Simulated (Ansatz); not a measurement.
# NiO2: equation of state with PBEsol

NiO2:

```
Ni O
1.0
     2.79878    0.00000    0.00000
    -1.39939    2.42382    0.00000
     0.00000    0.00000    4.61827
Ni O
1 2
Direct
  0.00000 0.00000 0.50000
  0.33333 0.66667 0.29396
  0.66667 0.33333 0.70604
```

The cell comes from a database or a generator and needn't be the stable form of this composition.

```
Program             : Ansatz 0.2.0
Task                : equation of state
Functional          : PBEsol
Potentials or basis : Ansatz PAW
Cutoff              : 420 eV
Density cutoff      : 1680 eV
k mesh              : 11 × 11 × 6
Occupations         : fermi-dirac, width 0.05 eV
Spin                : collinear spin, ferromagnetic start
Starting moments    : [1.0, 0.0, 0.0] μB
```

```
Equilibrium volume                        : 10.20 Å³/atom
Bulk modulus at fixed shape and positions : 204 GPa
Pressure derivative of the bulk modulus   : 4.5
```

Energy against volume, from the lowest point:
```
volume (Å³/atom)  energy (meV/atom)
           9.816               9.70
          10.025               1.85
          10.234               0.00
          10.443               3.48
          10.652              11.73
          10.861              24.32
          11.070              40.66
```

All runs of the series together: 28 s on 2 threads of Arm Neoverse V2 (shared host).

Caveat: the cell was scaled at fixed shape and fractional positions, which overstates the stiffness of a crystal with free parameters, most of all of layers and chains.
